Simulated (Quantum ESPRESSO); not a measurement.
A calculation with Quantum ESPRESSO 7.5 of ZnSe (Stilleite) (ASE script, structure from a P1 CIF):

The input run.py:

```python
import numpy as np
from ase.calculators.espresso import Espresso, EspressoProfile
from ase.io import read

atoms = read('ZnSe.cif')

input_data = {
    'control': {'calculation': 'scf', 'prefix': 'pwscf', 'outdir': './tmp', 'tprnfor': True, 'tstress': True, 'disk_io': 'nowf'},
    'system': {'ecutwfc': 55.0, 'ecutrho': 440.0, 'nbnd': 20, 'occupations': 'smearing', 'smearing': 'fd', 'degauss': 0.00367493},
    'electrons': {'conv_thr': 4e-10, 'electron_maxstep': 120, 'mixing_beta': 0.5},
}
pseudopotentials = {'Se': 'Se_pbe_v1.uspp.F.UPF', 'Zn': 'Zn_pbe_v1.uspp.F.UPF'}
profile = EspressoProfile(command='pw.x', pseudo_dir='pseudo')
atoms.calc = Espresso(profile=profile, input_data=input_data, pseudopotentials=pseudopotentials, kpts=(8, 8, 8), koffset=(0, 0, 0))

print(f'energy {atoms.get_potential_energy():.8f} eV')
print('forces (eV/A)')
print(np.round(atoms.get_forces(), 6))
print('stress (eV/A^3, Voigt)')
print(np.round(atoms.get_stress(), 8))
print(f'Fermi level {atoms.calc.get_fermi_level():.4f} eV')
```

File ZnSe.cif:

```cif
data_ZnSe
_cell_length_a 4.00759839
_cell_length_b 4.00759839
_cell_length_c 4.00759839
_cell_angle_alpha 60.00000000
_cell_angle_beta 60.00000000
_cell_angle_gamma 60.00000000
_space_group_name_H-M_alt 'P1'
_space_group_name_Hall 'P 1'
_space_group_IT_number 1
loop_
_space_group_symop_operation_xyz
'x,y,z'
loop_
_atom_site_label
_atom_site_type_symbol
_atom_site_symmetry_multiplicity
_atom_site_Wyckoff_symbol
_atom_site_fract_x
_atom_site_fract_y
_atom_site_fract_z
_atom_site_occupancy
Se1 Se 1 a 0.7500000000 0.7500000000 0.7500000000 1
Zn1 Zn 1 a 0.0000000000 0.0000000000 0.0000000000 1
```

Potentials or basis: SSSP 1.3 efficiency PBE.

Run with:

```sh
$ OMP_NUM_THREADS=1 python run.py
```

Problem. Write the same calculation in another form: native input, structure typed inline.

Solution. As run:

The input pw.in:

```
&CONTROL
  calculation = 'scf'
  prefix = 'pwscf'
  outdir = './tmp'
  pseudo_dir = './pseudo'
  tprnfor = .true.
  tstress = .true.
  disk_io = 'low'
/
&SYSTEM
  ibrav = 0
  nat = 2
  ntyp = 2
  ecutwfc = 55
  ecutrho = 440
  nbnd = 20
  occupations = 'smearing'
  smearing = 'fd'
  degauss = 0.00367493
/
&ELECTRONS
  conv_thr = 4d-10
  electron_maxstep = 120
  mixing_beta = 0.5
/
ATOMIC_SPECIES
Se    78.9710 Se_pbe_v1.uspp.F.UPF
Zn    65.3800 Zn_pbe_v1.uspp.F.UPF
CELL_PARAMETERS angstrom
   0.0000000000    2.8338000000    2.8338000000
   2.8338000000    0.0000000000    2.8338000000
   2.8338000000    2.8338000000    0.0000000000
ATOMIC_POSITIONS crystal
Se     0.7500000000    0.7500000000    0.7500000000
Zn     0.0000000000    0.0000000000    0.0000000000
K_POINTS automatic
8 8 8 0 0 0
```

File pp_density.in:

```
&INPUTPP
  prefix = 'pwscf'
  outdir = './tmp'
  filplot = 'density.dat'
  plot_num = 0
/
&PLOT
  nfile = 1
  filepp(1) = 'density.dat'
  iflag = 3
  output_format = 6
  fileout = 'density.cube'
/
```

The input pp_potential.in:

```
&INPUTPP
  prefix = 'pwscf'
  outdir = './tmp'
  filplot = 'potential.dat'
  plot_num = 11
/
&PLOT
  nfile = 1
  filepp(1) = 'potential.dat'
  iflag = 3
  output_format = 6
  fileout = 'potential.cube'
/
```

Potentials or basis: SSSP 1.3 efficiency PBE.

The run is started by

```console
$ OMP_NUM_THREADS=1 pw.x -in pw.in > pw.out
$ OMP_NUM_THREADS=1 pp.x -in pp_density.in > pp_density.out
$ OMP_NUM_THREADS=1 pp.x -in pp_potential.in > pp_potential.out
```

Both were run:

|  | ASE script, structure from a P1 CIF | native input, structure typed inline |
| --- | --- | --- |
| Pressure | 2.2 GPa | 2.2 GPa |
| Band gap on the k mesh | 1.28 eV, direct | 1.28 eV, direct |

Keys that steer only the numerical path or the files written may differ.
